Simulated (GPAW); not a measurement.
Here is a GPAW 26.7.0 calculation.

The input run.py:

```python
from ase.calculators.mixing import SumCalculator
from ase.filters import FrechetCellFilter
from ase.io import read, write
from ase.optimize import BFGS
from dftd4.ase import DFTD4
from gpaw import GPAW, PW

atoms = read('Ni.xyz')

calc = GPAW(mode=PW(600),
            xc='PBE',
            kpts={'size': (13, 13, 13), 'gamma': True},
            occupations={'name': 'fermi-dirac', 'width': 0.02},
            setups={'Ni': ':d,7.0'},
            nbands=17,
            convergence={'density': 1e-05, 'forces': 0.0001},
            maxiter=150,
            txt='gpaw.txt')
atoms.calc = SumCalculator([calc, DFTD4(method='pbe')])
opt = BFGS(FrechetCellFilter(atoms), trajectory='relax.traj', logfile='-')
done = opt.run(fmax=0.01, steps=60)
calc.write('gs.gpw')
write('result.traj', atoms)
print('Converged:', done)
print('Cell:', atoms.cell.cellpar().round(4))
print('Volume:', round(atoms.get_volume(), 4))
print(atoms.get_scaled_positions().round(5))
```

The input Ni.xyz:

```xyz
1
Lattice="-1.3837154700 1.3837154700 1.3837154700 1.3837154700 -1.3837154700 1.3837154700 1.3837154700 1.3837154700 -1.3837154700" Properties=species:S:1:pos:R:3 pbc="T T T"
Ni     0.0000000000      0.0000000000      0.0000000000
```

Potentials or basis: GPAW PAW data sets (gpaw-data 1.2.1), pw.

Launch:

```console
$ OMP_NUM_THREADS=1 python run.py
```

Problem. Predict the relaxed cell.

Solution. a = 2.364 Å, b = 2.364 Å, c = 2.364 Å, α = 109.47°, β = 109.47°, γ = 109.47°.

Problem. What does it give for the band gap on the k mesh?

Solution. None (metal or under the smearing width).

Final structure:
```
Ni
1.0
    -1.36495    1.36495    1.36495
     1.36495   -1.36495    1.36495
     1.36495    1.36495   -1.36495
Ni
1
Cartesian
  0.0000 0.0000 0.0000
```

Caveat: later steps reuse the first step's grids; the run has no spin polarisation, though such a crystal can be magnetic; U without spin polarisation on a metal has little footing; the U is typed as a test and isn't derived for this compound. Spin polarisation is off, so any magnetic state and its effect on volume and gap are missing.
